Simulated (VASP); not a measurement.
# GaSe: band structure with LDA

The system is GaSe.

```
Ga Se
1.0
     3.77097    0.00000    0.00000
    -1.88549    3.26576    0.00000
     0.00000    0.00000   15.96669
Ga Se
4 4
Direct
  0.33333 0.66667 0.17346
  0.66667 0.33333 0.67346
  0.33333 0.66667 0.32654
  0.66667 0.33333 0.82654
  0.33333 0.66667 0.59951
  0.66667 0.33333 0.09951
  0.33333 0.66667 0.90049
  0.66667 0.33333 0.40049
```

```
Program                : VASP 6.6.1
Task                   : band structure
Functional             : LDA
Potentials or basis    : VASP PAW LDA potentials, release 64 (Ga_d, Se)
Cutoff                 : 520 eV
k mesh                 : 12 × 12 × 2
Occupations            : gaussian, width 0.03 eV
Spin                   : no spin polarisation
Further INCAR settings : ALGO = Fast; EDIFF = 1e-07
```

```yaml
Pressure: -2.6 GPa
Largest_force: 0.306 eV/Å
Band_gap_on_the_k_mesh: 0.64 eV, direct
Band_gap_along_the_path: 0.64 eV, direct
```

Forces on the atoms (eV/Å):
```
Ga   0.000  0.000 -0.085
Ga   0.000  0.000 -0.085
Ga   0.000  0.000  0.085
Ga   0.000  0.000  0.085
Se   0.000  0.000  0.306
Se   0.000  0.000  0.306
Se   0.000  0.000 -0.306
Se   0.000  0.000 -0.306
```

Stress tensor (GPa, compression positive):
```
-2.65  0.00  0.00
 0.00 -2.65  0.00
 0.00  0.00 -2.45
```

Levels at the corners of the path, in eV from the valence-band top:
| point | band 36 | band 37 | band 38 | band 39 | band 40 | band 41 |
| --- | --- | --- | --- | --- | --- | --- |
| Γ | -1.20 | -1.20 | 0.00 | 0.64 | 1.72 | 1.96 |
| M | -2.37 | -2.28 | -1.88 | 0.84 | 1.12 | 1.68 |
| M | -2.37 | -2.28 | -1.88 | 0.84 | 1.12 | 1.68 |
| K | -2.31 | -2.27 | -2.27 | 1.30 | 1.96 | 2.46 |
| K | -2.31 | -2.27 | -2.27 | 1.30 | 1.96 | 2.46 |
| Γ | -1.20 | -1.20 | 0.00 | 0.64 | 1.72 | 1.96 |
| Γ | -1.20 | -1.20 | 0.00 | 0.64 | 1.72 | 1.96 |
| A | -1.24 | -0.97 | -0.97 | 1.37 | 1.37 | 2.01 |
| A | -1.24 | -0.97 | -0.97 | 1.37 | 1.37 | 2.01 |
| L | -2.44 | -2.20 | -2.20 | 1.21 | 1.21 | 1.45 |
| L | -2.44 | -2.20 | -2.20 | 1.21 | 1.21 | 1.45 |
| H | -2.73 | -1.97 | -1.97 | 1.58 | 1.58 | 2.30 |
| H | -2.73 | -1.97 | -1.97 | 1.58 | 1.58 | 2.30 |
| A | -1.24 | -0.97 | -0.97 | 1.37 | 1.37 | 2.01 |
| L | -2.44 | -2.20 | -2.20 | 1.21 | 1.21 | 1.45 |
| M | -2.37 | -2.28 | -1.88 | 0.84 | 1.12 | 1.68 |
| K | -2.31 | -2.27 | -2.27 | 1.30 | 1.96 | 2.46 |
| H | -2.73 | -1.97 | -1.97 | 1.58 | 1.58 | 2.30 |

Wall time 3.9 min on 4 MPI ranks on Intel(R) Xeon(R) 6975P-C (Granite Rapids), on a shared host, peak memory 0.56 GiB a rank.

A hybrid or GW would open this gap; LDA tends to underestimate it.
